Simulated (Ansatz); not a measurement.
The system is Te2Pt (Moncheite).

```
Pt Te
1.0
     4.01000    0.00000    0.00000
    -2.00500    3.47276    0.00000
     0.00000    0.00000    5.20100
Pt Te
1 2
Direct
  0.00000 0.00000 0.00000
  0.66667 0.33333 0.75000
  0.33333 0.66667 0.25000
```

```yaml
Program: Ansatz 0.2.0
Task: relaxation of cell and atoms
Functional: PBE
Potentials_or_basis: Ansatz PAW
Cutoff: "420 eV (not typed: the program's choice for these potentials)"
k_mesh: 8 × 8 × 5
Occupations: fermi-dirac, width 0.05 eV
Spin: no spin polarisation
```

At the start: volume 24.14 Å³/atom.

Question: Where does the relaxation end?

Answer: It ends after 7 steps and the volume is 26.04 Å³/atom (+7.9 %); space group P-3m1 (No. 164, to 0.05 Å).

Step by step:
| step | energy change (eV) | largest force (eV/Å) | volume (Å³) |
| --- | --- | --- | --- |
| 1 | 0.0000 | 0.9941 | 72.43 |
| 2 | -0.1447 | 0.1563 | 77.28 |
| 3 | -0.1487 | 0.0537 | 77.21 |
| 4 | -0.1499 | 0.0057 | 77.75 |
| 5 | -0.1501 | 0.0076 | 78.05 |
| 6 | -0.1501 | 0.0002 | 78.12 |
| 7 | -0.1514 | 0.0002 | 78.12 |

Final structure:
```
Pt Te
1.0
     4.08888    0.00000    0.00000
    -2.04444    3.54107    0.00000
     0.00000    0.00000    5.39525
Pt Te
1 2
Direct
  0.00000 0.00000 0.00000
  0.66667 0.33333 0.74743
  0.33333 0.66667 0.25257
```

Caveat: the plane-wave basis is chosen anew once the cell has moved, so the energies of steps on either side of that aren't comparable.
